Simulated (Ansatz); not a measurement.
**Band structure of Cd**

```
Cd
1.0
     2.97887    0.00000    0.00000
    -1.48944    2.57978    0.00000
     0.00000    0.00000    5.61765
Cd
2
Direct
  0.33333 0.66667 0.25000
  0.66667 0.33333 0.75000
```

Atoms are numbered in the order listed.

The cell is COD entry 9008490, as deposited and not checked against the literature; nothing was relaxed.

These are results of Ansatz 0.2.0, DFT, PBE, all-electron LAPW, scalar-relativistic, not measurements.

Numerical set-up: a Γ-centred 16×16×7 k mesh, Fermi–Dirac smearing of 0.05 eV, basis error target 1 meV/atom, no spin polarisation.

Points in fractions of the reciprocal vectors of this cell: Γ (0, 0, 0), M (0.5, 0, 0), K (0.333, 0.333, 0), A (0, 0, 0.5), L (0.5, 0, 0.5), H (0.333, 0.333, 0.5). The path joins them by straight lines in the order Γ–M–K–Γ–A–L–H–A–L; legs that retrace an earlier one aren't tabulated. Energies are in eV from the Fermi level.

Metal or insulator at this level of theory?

No gap opens: metallic or semimetallic.

Tabulate bands 16 to 22, counted from the lowest band of the run, along the path.


```csv
k (1/Å),point,band 16,band 17,band 18,band 19,band 20,band 21,band 22
0.00,Γ,-8.76,-8.76,-8.51,-8.51,-3.07,-3.05,10.31
0.17,,-8.78,-8.78,-8.58,-8.51,-2.98,-2.87,10.48
0.35,,-8.82,-8.73,-8.51,-8.41,-2.74,-2.30,9.86
0.52,,-8.88,-8.87,-8.51,-7.72,-2.31,-1.45,7.20
0.70,,-8.67,-8.64,-8.52,-6.72,-1.63,-0.37,4.65
0.87,,-8.53,-8.45,-8.43,-5.44,-0.67,0.86,2.28
1.04,,-8.54,-8.30,-8.28,-3.91,-0.25,0.93,2.15
1.22,M,-8.54,-8.25,-8.22,-2.36,-1.86,1.94,2.98
1.32,,-8.55,-8.27,-8.24,-2.30,-1.82,1.99,3.03
1.42,,-8.58,-8.32,-8.31,-2.11,-1.70,2.15,3.19
1.52,,-8.63,-8.40,-8.39,-1.82,-1.51,2.42,3.39
1.62,,-8.68,-8.51,-8.46,-1.42,-1.24,2.79,3.49
1.72,,-8.72,-8.61,-8.52,-0.94,-0.90,2.60,3.27
1.82,,-8.75,-8.66,-8.58,-0.49,-0.40,1.37,3.82
1.92,K,-8.76,-8.64,-8.64,0.00,0.00,0.39,4.33
2.12,,-8.78,-8.73,-8.45,-2.15,1.25,1.71,2.36
2.32,,-8.80,-8.67,-8.36,-4.16,0.45,1.99,2.91
2.52,,-8.80,-8.60,-8.46,-5.87,-1.01,0.40,4.95
2.72,,-8.82,-8.73,-8.55,-7.24,-2.01,-0.97,7.30
2.93,,-8.93,-8.73,-8.52,-8.21,-2.63,-2.06,9.88
3.13,,-8.79,-8.74,-8.60,-8.51,-2.95,-2.80,10.54
3.33,Γ,-8.76,-8.76,-8.51,-8.51,-3.07,-3.05,10.31
3.41,,-8.76,-8.76,-8.51,-8.51,-3.84,-2.23,9.97
3.49,,-8.74,-8.74,-8.52,-8.52,-4.57,-1.35,9.15
3.57,,-8.73,-8.62,-8.53,-8.53,-5.25,-0.43,8.13
3.65,,-8.70,-8.55,-8.55,-8.40,-5.87,0.54,7.02
3.73,,-8.68,-8.57,-8.57,-8.13,-6.43,1.55,5.90
3.81,,-8.65,-8.59,-8.59,-7.79,-6.94,2.59,4.77
3.89,A,-8.62,-8.62,-8.62,-7.40,-7.40,3.67,3.67
4.06,,-8.70,-8.63,-8.63,-7.25,-7.25,3.79,3.79
4.23,,-8.85,-8.64,-8.64,-6.83,-6.83,4.16,4.16
4.41,,-8.92,-8.66,-8.66,-6.18,-6.18,4.74,4.74
4.58,,-8.78,-8.61,-8.61,-5.28,-5.28,5.27,5.27
4.76,,-8.66,-8.43,-8.43,-4.09,-4.09,3.50,3.50
4.93,,-8.55,-8.29,-8.29,-2.68,-2.68,1.41,1.41
5.10,L,-8.52,-8.23,-8.23,-1.57,-1.57,0.06,0.06
5.20,,-8.52,-8.26,-8.26,-1.50,-1.50,0.09,0.09
5.30,,-8.51,-8.34,-8.34,-1.29,-1.29,0.17,0.17
5.41,,-8.51,-8.45,-8.45,-0.96,-0.96,0.31,0.31
5.51,,-8.61,-8.50,-8.50,-0.53,-0.53,0.52,0.52
5.61,,-8.75,-8.51,-8.51,-0.02,-0.02,0.80,0.80
5.71,,-8.89,-8.52,-8.52,0.55,0.55,1.17,1.17
5.81,H,-8.97,-8.53,-8.53,1.02,1.02,1.50,1.50
6.01,,-8.88,-8.48,-8.48,-0.87,-0.87,2.58,2.58
6.21,,-8.90,-8.41,-8.41,-2.85,-2.85,4.21,4.21
6.41,,-8.85,-8.46,-8.46,-4.51,-4.51,5.88,5.88
6.61,,-8.81,-8.61,-8.61,-5.77,-5.77,5.08,5.08
6.81,,-8.88,-8.65,-8.65,-6.66,-6.66,4.32,4.32
7.01,,-8.72,-8.63,-8.63,-7.20,-7.20,3.84,3.84
7.21,A,-8.62,-8.62,-8.62,-7.40,-7.40,3.67,3.67
```
